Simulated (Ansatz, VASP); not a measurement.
One calculation of H, two programs

INCAR

```
SYSTEM = H
ALGO     = Normal         ! electronic algorithm
EDIFF    = 1E-7           ! SCF threshold, eV
ENCUT    = 520            ! plane-wave cutoff, eV
GGA      = PE             ! functional
ISIF     = 2              ! what is computed and relaxed
ISMEAR   = -1             ! smearing method
LASPH    = .True.         ! aspherical terms in the spheres
LCHARG   = .False.        ! write CHGCAR
LREAL    = .False.        ! projectors in reciprocal space
LWAVE    = .False.        ! write WAVECAR
NBANDS   = 6              ! bands
NELM     = 60             ! most SCF steps
PREC     = Accurate       ! precision mode
SIGMA    = 0.05           ! smearing width, eV
```

Contents of KPOINTS:

```
k-points
0
Gamma
  10 10 26
  0 0 0
```

POSCAR

```
H
1.0
    2.6318553927      0.0000000000      0.0000000000
    0.0000000000      2.6318553927      0.0000000000
    0.0000000000      0.0000000000      0.9739122323
H
1
Direct
    0.0000000000      0.0000000000      0.5000000000
```

input.yaml

```yaml
crystal:
  lattice:
    - [2.6318553927, 0.0, 0.0]
    - [0.0, 2.6318553927, 0.0]
    - [0.0, 0.0, 0.9739122323]
  atoms:
    - { symbol: H, position: [0.0, 0.0, 0.5] }
hamiltonian:
  xc: pbe
  pseudopotentials: { kind: paw }
kpoints:
  mp_grid: { grid: [10, 10, 26] }
scf:
  occupations: { method: fermi_dirac, width: 0.05 }
output:
  forces: true
  stress: true
  eigenvalues: true
```

Change from the starting cell: volume scaled by 0.98.

Alike in both runs: task single point; functional PBE; k mesh 10 × 10 × 26; occupations fermi-dirac, width 0.05 eV; no spin polarisation.

```csv
,VASP,Ansatz
version,VASP 6.6.1,Ansatz 0.2.0
potentials or method,"VASP PAW PBE potentials, release 64 (H)",Ansatz PAW
plane-wave cutoff (eV),520,420
valence electrons in the cell,1,1
```

VASP gave:

```
gap on the k mesh at the Fermi level (eV)       : none
pressure (GPa)                                  : 2.4
largest component of the traceless stress (GPa) : 0.16
```

Question: What did Ansatz give for the same quantities?

Answer: gap on the k mesh at the Fermi level (eV): none; pressure (GPa): 2.7; largest component of the traceless stress (GPa): 0.17.

A gap of «none» marks a metal or a gap that the smearing closes. The functional is the same, so the differences come from potentials, cutoffs and numerics.

Caveats: the pressure holds a Pulay correction of +0.3 GPa for the finite cutoff (Ansatz).
